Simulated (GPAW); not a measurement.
Crystal: Ge.

```
Ge
1.0
     4.05040    0.00000    0.00000
    -2.02520    3.50775    0.00000
     0.00000    0.00000   10.99336
Ge
4
Direct
  0.66667 0.33333 0.41485
  0.33333 0.66667 0.91485
  0.00000 0.00000 0.47745
  0.00000 0.00000 0.97745
```

This isn't the form of Ge at room conditions, which is diamond.

Base run:

| Quantity | Value |
| --- | --- |
| Program | GPAW 26.7.0 |
| Functional | HSE06 |
| Potentials or basis | GPAW PAW data sets (gpaw-data 1.2.1) |
| Cutoff | 450 eV |
| Basis | pw |
| k mesh | 6 × 6 × 2 |
| Occupations | fermi-dirac, width 0.05 eV |
| Spin | no spin polarisation |

Its results: band gap on the k mesh none (metal or under the smearing width); largest force 0.175 eV/Å.

Question: The run is repeated on the same cell with these changes: functional from HSE06 to PBE0. What comes out?

Answer: Band gap on the k mesh 0.31 eV, indirect (least direct gap 0.35 eV); largest force 0.214 eV/Å.

Caveats: exact exchange converges slowly with the k mesh, and this mesh is small; the PAW data sets were made with another functional, which shifts forces and pressure a little.

A k mesh can miss the band edges.

Not every run made on this cell is shown here.
